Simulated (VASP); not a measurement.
Set up this calculation in VASP 6.6.1, as the native input.

| Item | Value |
| --- | --- |
| Task | atomic charges |
| Functional | PBEsol |
| Dispersion | D3(BJ) |
| Potentials or basis | VASP PAW PBE potentials, release 64 (Au) |
| Cutoff | 520 eV |
| k mesh | 10 × 10 × 10 |
| Occupations | methfessel-paxton, width 0.1 eV |
| Spin | non-collinear spin, zero start, spin-orbit coupling |
| Starting moments | [[0.0, 0.0, 0.0]] μB |
| Further INCAR settings | ALGO = Fast; EDIFF = 1e-06; BMIX = 3.0 |

The structure of Au lies in POSCAR:

```
Au
1.0
   -1.6572690000      1.6572690000      1.6572690000
    1.6572690000     -1.6572690000      1.6572690000
    1.6572690000      1.6572690000     -1.6572690000
Au
1
Direct
    0.0000000000      0.0000000000      0.0000000000
```

This isn't the form of Au at room conditions, which is fcc.

One way to write it, as run:

INCAR

```
SYSTEM = Au
ALGO = Fast
BMIX = 3.0
EDIFF = 1E-6
ENCUT = 520
GGA = PS
GGA_COMPAT = .FALSE.
ISIF = 2
ISMEAR = 1
IVDW = 12
LASPH = .TRUE.
LCHARG = .TRUE.
LMAXMIX = 4
LNONCOLLINEAR = .TRUE.
LORBIT = 11
LREAL = .FALSE.
LSORBIT = .TRUE.
LVHAR = .TRUE.
LWAVE = .FALSE.
MAGMOM = 0 0 0
NELM = 100
PREC = Accurate
SIGMA = 0.1
```

KPOINTS

```
k-points
0
G
  10 10 10
  0 0 0
```

Potentials or basis: VASP PAW PBE potentials, release 64 (Au).

Run with:

```console
$ cat potpaw_PBE.64/Au/POTCAR > POTCAR
$ mpirun -np 1 vasp_ncl > vasp.out
```

It gave:

```yaml
Pressure: -16.4 GPa
Net_moment: 0.00 μB per cell
Valence_electrons_inside_the_program's_atomic_spheres: Au 9.56
Dispersion_energy_per_atom: -0.591 eV
```

Caveat: so large a pressure means that the cell lies far from this level's equilibrium, or that cutoff or potentials fall short; the potentials were made for another functional, which shifts forces and pressure.

Wall time 38 s on 1 thread of Intel(R) Xeon(R) Platinum 8259CL CPU @ 2.50GHz (Skylake/Cascade Lake) (shared host), peak memory 0.21 GiB.
